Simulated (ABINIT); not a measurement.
The system is MoS2.

```
Mo S
1.0
     3.22746    0.00000    0.00000
    -1.61373    2.79507    0.00000
     0.00000    0.00000    6.31247
Mo S
1 2
Cartesian
  0.0000 0.0000 3.1562
  1.6137 0.9317 4.7008
  0.0000 1.8634 1.6117
```

Measurements of this composition are mostly on another form, of space group No. 194.

Base run:

```yaml
Program: ABINIT 10.8.3 (patched build)
Functional: r2SCAN
Potentials_or_basis: SG15 NC PBE v1.2
Cutoff: 980 eV
k_mesh: 9 × 9 × 4
Occupations: fermi-dirac, width 0.05 eV
Spin: no spin polarisation
```

Its results: band gap on the k mesh none (metal or under the smearing width); pressure -0.1 GPa; largest force 0.086 eV/Å.

Question: The run is repeated on the same cell with these changes: potentials or basis from SG15 NC PBE v1.2 to JTH PAW PBE v2.0; cutoff from 980 eV to 653 eV. What comes out?

Answer: Band gap on the k mesh none (metal or under the smearing width); pressure 0.5 GPa; largest force 0.136 eV/Å.

Caveats: the potentials were made for another functional, which shifts forces and pressure (some runs); the PAW data sets were made with another functional, which shifts forces and pressure a little (some runs).
